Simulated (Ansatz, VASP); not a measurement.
## BP: VASP beside Ansatz

```xyz
2
Lattice="2.7081 0.0000 0.0000 0.0000 2.7081 0.0000 0.0000 0.0000 2.7081" Properties=species:S:1:pos:R:3 pbc="T T T"
B     0.0000    0.0000    0.0000
P     1.3540    1.3540    1.3540
```

Alike in both runs: task single point; functional PBEsol; k mesh 6 × 6 × 6; occupations methfessel-paxton of order 1, width 0.001 eV; no spin polarisation.

```csv
,VASP,Ansatz
version,VASP 6.6.1,Ansatz 0.2.0
potentials or method,"VASP PAW PBE potentials, release 64 (B, P)",plane waves
plane-wave cutoff (eV),520,420
valence electrons in the cell,8,8
```

```csv
,VASP,Ansatz,Ansatz less VASP
pressure (GPa),0.8,0.5,-0.26
```

With one functional, cell and mesh, what is left measures potentials, basis and numerics.

Caveats: the k mesh is coarse (spacing up to 0.39 Å⁻¹), so the values aren't converged; the PAW data sets were made with another functional, which shifts forces and pressure a little (VASP).
